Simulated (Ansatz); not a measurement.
## Be: one input, then a changed one

The cell comes from COD entry 9012017, which wasn't checked; take it as a given geometry. It was measured hot, at 658 K.

First run: DFT, LDA, PAW with Ansatz's default frozen-core files, scalar-relativistic (Ansatz 0.2.0).

Command: `ansatz run input.yaml --threads 1 --pin off --max-ram 2048MiB --backend cpu --events-out ev --progress --plain --runs-dir out` The run took 3.5 s on 1 thread of Intel(R) Xeon(R) Platinum 8259CL CPU @ 2.50GHz (Skylake/Cascade Lake), with other jobs on the host, peak memory 0.35 GiB.

```yaml
crystal:
  lattice:
    - [2.2995019849, 0.0, 0.0]
    - [-1.1497509925, 1.991427135, 0.0]
    - [0.0, 0.0, 3.6009]
  atoms:
    - { symbol: Be, position: [0.3333333333, 0.6666666667, 0.25] }
    - { symbol: Be, position: [0.6666666667, 0.3333333333, 0.75] }
kpoints:
  mp_grid: { grid: [20, 20, 11] }
  band_path:
    path:
      - [0.0, 0.0, 0.0]
      - [0.5, 0.0, 0.0]
      - [0.3333333333, 0.3333333333, 0.0]
      - [0.0, 0.0, 0.0]
      - [0.0, 0.0, 0.5]
      - [0.5, 0.0, 0.5]
      - [0.3333333333, 0.3333333333, 0.5]
      - [0.0, 0.0, 0.5]
      - [0.5, 0.0, 0.5]
    npoints: 5
scf:
  occupations: { method: fermi_dirac, width: 0.05 }
hamiltonian:
  xc: lda
  pseudopotentials: { kind: paw }
output:
  forces: true
  stress: true
  eigenvalues: true
  efg: { contact_densities: true }
```

Result: converged; pressure -9.94 GPa; no gap on the k mesh; 6 SCF iterations.

The input is then changed:

```diff
@@ -25,5 +25,5 @@
 hamiltonian:
   xc: lda
-  pseudopotentials: { kind: paw }
+  pseudopotentials: { kind: paw, source: jth }
 output:
   forces: true
@@ -31,3 +31,9 @@
   eigenvalues: true
   efg: { contact_densities: true }
+  write_density: true
+  write_potential: true
+  elf: true
+  volumetric_format: npy
+basis:
+  ecutwfc: "200 eV"
```

Question: Predict the outcome of the changed run.

Answer: It converged; pressure -17.38 GPa; no gap on the k mesh; 6 SCF iterations. Some of these settings are too coarse for converged properties.
